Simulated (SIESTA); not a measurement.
Crystal: TaN.

```
CELL_PARAMETERS angstrom
2.93800 0.00000 0.00000
-1.46900 2.54438 0.00000
0.00000 0.00000 2.88300
ATOMIC_POSITIONS crystal
Ta 0.00000 0.00000 0.50000
N 0.66667 0.33333 0.00000
```

Base run:

```yaml
Program: SIESTA 5.4.2
Functional: PBEsol
Potentials_or_basis: PseudoDojo 0.4 standard (PBEsol files)
Basis: DZP (energy shift 0.003 Ry; two zetas on semicore shells)
Grid_cutoff: 800 Ry
Energy_shift: 0.003 Ry
k_mesh: 10 × 10 × 9
Occupations: fermi-dirac, width 0.05 eV
Spin: no spin polarisation
```

Its results: band gap on the k mesh none (metal or under the smearing width); pressure -0.6 GPa.

Problem. The run is repeated on the same cell with these changes: functional from PBEsol to LDA; potentials or basis from PseudoDojo 0.4 standard (PBEsol files) to PseudoDojo 0.4 standard (LDA files). What comes out?

Solution. Band gap on the k mesh none (metal or under the smearing width); pressure -8.9 GPa.

Caveats: short orbitals over semicore shells can move pressures by several GPa; the basis of atomic orbitals isn't converged, which shifts pressures, moduli and gaps; the basis holds too few empty states to meet the f-sum rule, so the spectrum is short of weight at high energy (some runs).

Not every run made on this cell is shown here.
